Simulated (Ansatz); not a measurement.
Input of an Ansatz 0.2.0 run:

File input.yaml:

```yaml
crystal:
  lattice:
    - [3.0386068135, -1.75031996, 0.0]
    - [3.0386068135, 1.75031996, 0.0]
    - [-2.1154626375, 0.0, 6.0952248674]
  atoms:
    - { symbol: Pb, position: [0.90850841, 0.90850841, 0.7262922] }
    - { symbol: Pb, position: [0.09149159, 0.09149159, 0.2737078] }
hamiltonian:
  xc: pbesol
  pseudopotentials: { kind: paw_fr }
magnetization:
  noncollinear: true
  spin_orbit: true
kpoints:
  mp_grid: { grid: [9, 9, 5] }
  band_path:
    path:
      - [[0.0, 0.0, 0.0], [-0.5, -0.5, 0.0], [-0.526282425, -0.526282425, 0.1702002292], [-0.5, -0.5, 0.5], [-0.6857609943, -0.3142390057, 0.5]]
      - [[-0.3142390057, 0.3142390057, 0.5], [0.0, 0.0, 0.5], [-0.473717575, -0.473717575, 0.8297997708]]
      - [[-0.5, -0.5, 0.0], [-0.6570560781, -0.3429439219, 0.0]]
      - [[-0.3429439219, 0.3429439219, 0.0], [0.0, 0.0, 0.0], [-0.5, 0.0, 0.0]]
      - [[-0.5, 0.0, 0.5], [0.0, 0.0, 0.0]]
    npoints: 14
scf:
  occupations: { method: fermi_dirac, width: 0.05 }
  n_extra_bands: 6
output:
  forces: true
  stress: true
  eigenvalues: true
  fatbands: false
```

Potentials or basis: Ansatz PAW.

Run with:

```bash
$ ansatz run input.yaml --threads 2 --pin off --max-ram 5632MiB --backend cpu --events-out ev --progress --plain --runs-dir out
```

Q: Estimate the largest force.

A: 0.100 eV/Å.

Q: Predict the band gap on the k mesh.

A: None (metal or under the smearing width).

Q: Predict the pressure.

A: -1.5 GPa.

Stress tensor (GPa, compression positive):
```
-1.63  0.00 -0.02
 0.00 -1.25  0.00
-0.02  0.00 -1.69
```

Caveat: the PAW data sets come from PBE, with cores solved anew for the run's functional, which leaves a small shift of forces and pressure.
